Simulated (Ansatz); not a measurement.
# Pt(111) / 1 layer Ti(0001) / Pt(111): resistance against film thickness, part 2 of 2

Aim: what a thin film of another metal adds to the resistance, first Pt(111) / 1 layer Ti(0001) / Pt(111).

Ansatz 0.2.0; Ansatz plane-wave DFT, PBE, PAW files; ballistic transport by layer matching (Landauer), zero bias; PAW set soft_1.

So far. Step 2 (With 1 layer): The lead's potential steps by 16 meV from period to period, small in itself. The program estimates the junction's conductance to 6.6 % from the k-mesh, 0.9 % from the leads' distance from neutral and 9 % from their steps. Step 3 (With 3 layers, k-mesh 15×15×1, film layers 3): The conductance of the junction is 1.9e14 S/m², 55 % under the 4.4e14 S/m² of the last finished run.

## 4. With 5 layers, k-mesh 15×15×1, film layers 5

The stack now holds 5 film layers; the k-mesh follows the cell, and the energies span -0.27 to 0.27 eV.

System of this step: Pt(111) / 5 layers Ti(0001) / Pt(111). The cell holds 13 atoms: 8 Pt and 5 Ti. Cell: a = 2.773 Å, b = 2.773 Å, c = 31.371 Å, α = 90.0°, β = 90.0°, γ = 120.0°. It derives from Pt and Ti. Regions: lead, 8 atoms (8 Pt); films, 5 atoms (5 Ti). The structure is stacked along c, and the current runs across the ab planes.

Input file input.yaml:

```yaml
crystal:
  lattice:
    - [2.7731313745, 0.0, 0.0]
    - [-1.3865656872, 2.4016022183, 0.0]
    - [0.0, 0.0, 31.3710237772]
  atoms:
    - { symbol: Pt, position: [0.0, 0.0, 0.0360882753] }
    - { symbol: Pt, position: [0.3333333333, 0.6666666667, 0.1082648259] }
    - { symbol: Pt, position: [0.6666666667, 0.3333333333, 0.1804413766] }
    - { symbol: Pt, position: [0.0, 0.0, 0.2526179272] }
    - { symbol: Ti, position: [0.3333333333, 0.6666666667, 0.330964962] }
    - { symbol: Ti, position: [0.6666666667, 0.3333333333, 0.415482481] }
    - { symbol: Ti, position: [0.3333333333, 0.6666666667, 0.5] }
    - { symbol: Ti, position: [0.6666666667, 0.3333333333, 0.584517519] }
    - { symbol: Ti, position: [0.3333333333, 0.6666666667, 0.669035038] }
    - { symbol: Pt, position: [0.6666666667, 0.3333333333, 0.7473820728] }
    - { symbol: Pt, position: [0.0, 0.0, 0.8195586234] }
    - { symbol: Pt, position: [0.3333333333, 0.6666666667, 0.8917351741] }
    - { symbol: Pt, position: [0.6666666667, 0.3333333333, 0.9639117247] }
kpoints:
  mp_grid: { grid: [15, 15, 1] }
hamiltonian:
  xc: pbe
  pseudopotentials: { kind: paw, azcp: { folder: soft_1 } }
scf:
  occupations: { method: fermi_dirac, width: 0.1 }
output:
  transmission:
    leads: [[0, 1]]
    kmesh: [30, 30]
    e_range: [-0.27, 0.27]
    de: 0.036
  write_potential: true
  write_density: true
  volumetric_format: npy
```

Command:

```sh
> ansatz run input.yaml --threads 4 --pin off --max-ram 8192MiB --backend cpu --events-out ev --progress --plain --runs-dir out
```

Numbers of over 12 decimals in the logs are rounded to 6 here.

The log of the run:

```text
[...]
Crystal: 13 atoms, lattice volume = 208.930 Å³
Basis set: ecut = 420 eV, 4125 PW (Γ)
Bands: 123, of which v1, the nominal top of the filled ones, is band 102 counted from 1 (101 counted from 0)
Symmetry: 6 space group operations
[...]
k-points: 27 of 225 (time reversal used)
[...]
--- Transmission ---
  basis      : 61 plane waves across, 49 finite elements along
  points     : 91, standing for a mesh of 30 x 30
[...]
filled         : 17.9 meV over the level at which it is neutral
    channels       : 1.652222e0 a spin
[...]
slowest decay  : 0.0373 /Å at (0.3667, 0.2667)
  junction   : crystal 0 to crystal 0, 0.70 to 29.80 Å
    transmission   : 1.022146e-1 a spin
[...]
resistance     : 6.3232e-3 Ω µm² beyond half of each lead's own
[key lines of the parts left out:]
SCF converged after 12 iterations
Free energy (F): -112696.891386 eV
Fermi energy:    18.968808 eV
```

Run time: 2.6 min. Hardware: 4 threads of Arm Neoverse V2, shared host; peak memory 1.1 GiB.

Numbers from this step:

| Quantity | Value |
| --- | --- |
| free energy | -112696.8914 eV |
| energy at zero smearing | -112696.5879 eV |
| Fermi energy | 18.97 eV |
| step of the lead's potential | 17.1 meV |
| lead conductance per cell | 1.720 G₀ |
| conductance of the junction | 1.47e14 S/m² |
| junction conductance per cell | 0.1260 G₀ |
| estimated errors of the junction's conductance | 0.3, 3.3, 10.5, 50.6, 8.6 % (energy step, band edges, k-mesh, leads' steps, distance from neutral) |
| area resistance that the stack adds (contact term taken off, spin by spin) | 6.323 fΩ m² |

Per spin. The transmission, zone mean by energy, zero at the Fermi level:

| energy (eV) | transmission, zone mean |
| --- | --- |
| -0.270 | 0.304 |
| -0.234 | 0.266 |
| -0.198 | 0.230 |
| -0.162 | 0.213 |
| -0.126 | 0.183 |
| -0.090 | 0.189 |
| -0.054 | 0.171 |
| -0.018 | 0.132 |
| 0.018 | 0.102 |
| 0.054 | 0.112 |
| 0.090 | 0.0878 |
| 0.126 | 0.114 |
| 0.162 | 0.130 |
| 0.198 | 0.153 |
| 0.234 | 0.206 |
| 0.270 | 0.207 |

The conductance of the junction is 1.5e14 S/m², 25 % under the 1.9e14 S/m² of the last finished run. The estimate from the leads' steps, 51 %, is larger still.

## 5. With 7 layers, k-mesh 15×15×1, film layers 7

The stack now holds 7 film layers; the k-mesh follows the cell, and the energies span -0.27 to 0.27 eV.

System of this step: Pt(111) / 7 layers Ti(0001) / Pt(111). The cell holds 15 atoms: 8 Pt and 7 Ti. Cell: a = 2.773 Å, b = 2.773 Å, c = 36.674 Å, α = 90.0°, β = 90.0°, γ = 120.0°. It derives from Pt and Ti. Regions: lead, 8 atoms (8 Pt); films, 7 atoms (7 Ti). The structure is stacked along c, and the current runs across the ab planes.

input.yaml, the sections that differ from step 4:

```yaml
crystal:
  lattice:
    - [2.7731313745, 0.0, 0.0]
    - [-1.3865656872, 2.4016022183, 0.0]
    - [0.0, 0.0, 36.6738259739]
  atoms:
    - { symbol: Pt, position: [0.0, 0.0, 0.03087014] }
    - { symbol: Pt, position: [0.3333333333, 0.6666666667, 0.0926104201] }
    - { symbol: Pt, position: [0.6666666667, 0.3333333333, 0.1543507001] }
    - { symbol: Pt, position: [0.0, 0.0, 0.2160909801] }
    - { symbol: Ti, position: [0.3333333333, 0.6666666667, 0.2831095316] }
    - { symbol: Ti, position: [0.6666666667, 0.3333333333, 0.3554063544] }
    - { symbol: Ti, position: [0.3333333333, 0.6666666667, 0.4277031772] }
    - { symbol: Ti, position: [0.6666666667, 0.3333333333, 0.5] }
    - { symbol: Ti, position: [0.3333333333, 0.6666666667, 0.5722968228] }
    - { symbol: Ti, position: [0.6666666667, 0.3333333333, 0.6445936456] }
    - { symbol: Ti, position: [0.3333333333, 0.6666666667, 0.7168904684] }
    - { symbol: Pt, position: [0.6666666667, 0.3333333333, 0.7839090199] }
    - { symbol: Pt, position: [0.0, 0.0, 0.8456492999] }
    - { symbol: Pt, position: [0.3333333333, 0.6666666667, 0.9073895799] }
    - { symbol: Pt, position: [0.6666666667, 0.3333333333, 0.96912986] }
# kpoints, hamiltonian, scf, output: as in step 4
```

The log of the run:

```text
[...]
Crystal: 15 atoms, lattice volume = 244.246 Å³
Basis set: ecut = 420 eV, 4803 PW (Γ)
Bands: 137, of which v1, the nominal top of the filled ones, is band 114 counted from 1 (113 counted from 0)
Symmetry: 6 space group operations
[...]
k-points: 27 of 225 (time reversal used)
[...]
--- Transmission ---
  basis      : 61 plane waves across, 57 finite elements along
  points     : 91, standing for a mesh of 30 x 30
[...]
filled         : 18.4 meV over the level at which it is neutral
    channels       : 1.652222e0 a spin
[...]
slowest decay  : 0.0389 /Å at (0.3667, 0.2667)
  junction   : crystal 0 to crystal 0, 0.70 to 35.11 Å
    transmission   : 1.300052e-1 a spin
[...]
resistance     : 6.2664e-3 Ω µm² beyond half of each lead's own
[key lines of the parts left out:]
SCF converged after 12 iterations
Free energy (F): -117696.017401 eV
Fermi energy:    18.098357 eV
```

Wall time 2.5 min (4 threads); peak memory 1.3 GiB.

Numbers from this step:

```yaml
free_energy: -117696.0174 eV
energy_at_zero_smearing: -117695.6683 eV
fermi_energy: 18.10 eV
estimated_errors_of_the_lead_s_conductance: 0, 2.8, 2.8 % (band edges, k-mesh, distance from neutral)
lead_conductance_per_cell: 1.719 G₀
conductance_of_the_junction: 1.48e14 S/m²
junction_conductance_per_cell: 0.1270 G₀
estimated_errors_of_the_junction_s_conductance: 5.9, 4.4, 10.3, 62.9, 4.4 % (energy step, band edges, k-mesh, leads' steps, distance from neutral)
area_resistance_that_the_stack_adds_contact_term_taken_off_spin_by_spin: 6.266 fΩ m²
```

Per spin. Table of transmission, zone mean by energy, zero at the Fermi level:

| energy (eV) | transmission, zone mean |
| --- | --- |
| -0.270 | 0.349 |
| -0.234 | 0.312 |
| -0.198 | 0.251 |
| -0.162 | 0.208 |
| -0.126 | 0.154 |
| -0.090 | 0.148 |
| -0.054 | 0.133 |
| -0.018 | 0.127 |
| 0.018 | 0.130 |
| 0.054 | 0.0896 |
| 0.090 | 0.0801 |
| 0.126 | 0.0907 |
| 0.162 | 0.122 |
| 0.198 | 0.162 |
| 0.234 | 0.178 |
| 0.270 | 0.161 |

The conductance of the junction is 1.5e14 S/m², 0.83 % over the 1.5e14 S/m² of the last finished run, within the error estimates, leads' steps apart, of 10 and 10 %. The estimate from the leads' steps, 63 %, is larger still.

## 6. With 9 layers, k-mesh 15×15×1, film layers 9

The stack now holds 9 film layers; the k-mesh follows the cell, and the energies span -0.27 to 0.27 eV.

System of this step: Pt(111) / 9 layers Ti(0001) / Pt(111). The cell holds 17 atoms: 8 Pt and 9 Ti. Cell: a = 2.773 Å, b = 2.773 Å, c = 41.977 Å, α = 90.0°, β = 90.0°, γ = 120.0°. It derives from Pt and Ti. Regions: lead, 8 atoms (8 Pt); films, 9 atoms (9 Ti). The structure is stacked along c, and the current runs across the ab planes.

input.yaml, the sections that differ from step 5:

```yaml
crystal:
  lattice:
    - [2.7731313745, 0.0, 0.0]
    - [-1.3865656872, 2.4016022183, 0.0]
    - [0.0, 0.0, 41.9766281705]
  atoms:
    - { symbol: Pt, position: [0.0, 0.0, 0.0269703926] }
    - { symbol: Pt, position: [0.3333333333, 0.6666666667, 0.0809111779] }
    - { symbol: Pt, position: [0.6666666667, 0.3333333333, 0.1348519631] }
    - { symbol: Pt, position: [0.0, 0.0, 0.1887927484] }
    - { symbol: Ti, position: [0.3333333333, 0.6666666667, 0.2473450142] }
    - { symbol: Ti, position: [0.6666666667, 0.3333333333, 0.3105087607] }
    - { symbol: Ti, position: [0.3333333333, 0.6666666667, 0.3736725071] }
    - { symbol: Ti, position: [0.6666666667, 0.3333333333, 0.4368362536] }
    - { symbol: Ti, position: [0.3333333333, 0.6666666667, 0.5] }
    - { symbol: Ti, position: [0.6666666667, 0.3333333333, 0.5631637464] }
    - { symbol: Ti, position: [0.3333333333, 0.6666666667, 0.6263274929] }
    - { symbol: Ti, position: [0.6666666667, 0.3333333333, 0.6894912393] }
    - { symbol: Ti, position: [0.3333333333, 0.6666666667, 0.7526549858] }
    - { symbol: Pt, position: [0.6666666667, 0.3333333333, 0.8112072516] }
    - { symbol: Pt, position: [0.0, 0.0, 0.8651480369] }
    - { symbol: Pt, position: [0.3333333333, 0.6666666667, 0.9190888221] }
    - { symbol: Pt, position: [0.6666666667, 0.3333333333, 0.9730296074] }
# kpoints, hamiltonian, scf, output: as in step 5
```

The log of the run:

```text
[...]
Crystal: 17 atoms, lattice volume = 279.563 Å³
Basis set: ecut = 420 eV, 5481 PW (Γ)
Bands: 152, of which v1, the nominal top of the filled ones, is band 126 counted from 1 (125 counted from 0)
Symmetry: 6 space group operations
[...]
k-points: 27 of 225 (time reversal used)
[...]
--- Transmission ---
  basis      : 61 plane waves across, 63 finite elements along
  points     : 91, standing for a mesh of 30 x 30
[...]
filled         : 18.5 meV over the level at which it is neutral
    channels       : 1.652222e0 a spin
[...]
slowest decay  : 0.0392 /Å at (0.3667, 0.2667)
  junction   : crystal 0 to crystal 0, 0.70 to 40.41 Å
    transmission   : 9.862610e-2 a spin
[...]
resistance     : 6.8534e-3 Ω µm² beyond half of each lead's own
[key lines of the parts left out:]
SCF converged after 12 iterations
Free energy (F): -122695.143911 eV
Fermi energy:    17.447619 eV
```

It took 3.4 min on 4 threads; peak memory 1.6 GiB; 11 min of CPU time.

This step gave:

```
free energy                                                                : -122695.1439 eV
energy at zero smearing                                                    : -122694.7502 eV
Fermi energy                                                               : 17.45 eV
lead conductance per cell                                                  : 1.718 G₀
conductance of the junction                                                : 1.36e14 S/m²
junction conductance per cell                                              : 0.1169 G₀
estimated errors of the junction's conductance                             : 1, 7.9, 9.6, 142.8, 7.5 % (energy step, band edges, k-mesh, leads' steps, distance from neutral)
area resistance that the stack adds (contact term taken off, spin by spin) : 6.853 fΩ m²
```

Per spin. Table of transmission, zone mean by energy, zero at the Fermi level:

| energy (eV) | transmission, zone mean |
| --- | --- |
| -0.270 | 0.344 |
| -0.234 | 0.321 |
| -0.198 | 0.261 |
| -0.162 | 0.195 |
| -0.126 | 0.184 |
| -0.090 | 0.142 |
| -0.054 | 0.164 |
| -0.018 | 0.101 |
| 0.018 | 0.0986 |
| 0.054 | 0.0940 |
| 0.090 | 0.0752 |
| 0.126 | 0.0843 |
| 0.162 | 0.149 |
| 0.198 | 0.183 |
| 0.234 | 0.160 |
| 0.270 | 0.181 |

The conductance of the junction is 1.4e14 S/m², 8.0 % under the 1.5e14 S/m² of the last finished run, within the error estimates, leads' steps apart, of 10 and 9.6 %. The estimate from the leads' steps, 143 %, is larger still.

## 7. The ladder

Times are for 4 threads of Arm Neoverse V2, shared host. The series side by side:

| no. | film layers | area resistance that the stack adds (contact term taken off, spin by spin) (fΩ m²) | conductance of the junction (S/m²) | time | memory (GiB) |
| --- | --- | --- | --- | --- | --- |
| 1 | 1 | 1.797 | 4.35e14 | 2.2 min | 0.84 |
| 2 | 3 | 4.648 | 1.94e14 | 1.9 min | 0.87 |
| 3 | 5 | 6.323 | 1.47e14 | 2.6 min | 1.1 |
| 4 | 7 | 6.266 | 1.48e14 | 2.5 min | 1.3 |
| 5 | 9 | 6.853 | 1.36e14 | 3.4 min | 1.6 |

## 8. Summary of results

| Property | Result |
| --- | --- |
| area resistance, 1 layer | 1.80 fΩ m² |
| area resistance, 3 layers | 4.65 fΩ m² |
| area resistance, 5 layers | 6.32 fΩ m² |
| area resistance, 7 layers | 6.27 fΩ m² |
| area resistance, 9 layers | 6.85 fΩ m² |

**Reading.** The stack adds 1.8 fΩ m² with 1 layer and 6.9 fΩ m² with 9. From 3 to 9 layers it grows by 47 %; nothing scatters inside a perfect film, so this is no ohmic growth, and the error estimates, with the leads' steps, cover all of it. Atoms sit on ideal sites and aren't relaxed. Spin-orbit coupling is left out, which matters for Pt. The program's error estimates for the conductances, leads' steps apart, run from 6.6 to 12 %. The program's estimate of the error from the leads' steps alone runs to 143 %, although the steps are small; only longer leads would test it. Ti(0001) is compressed by 6.0 % in plane to fit Pt(111). 1 further run is left out: refused by the program, or repeats without effect or without named leads.

[Logs are printed without paths, hosts, clocks, repeated set-up lines and the standing remarks that a program may print on its own settings, such as how far it seeks lower states.]

[Hosts, paths, dates, database ids (printed as entryN), source tags and the programs' standing remarks are cut or masked in the printed files.]
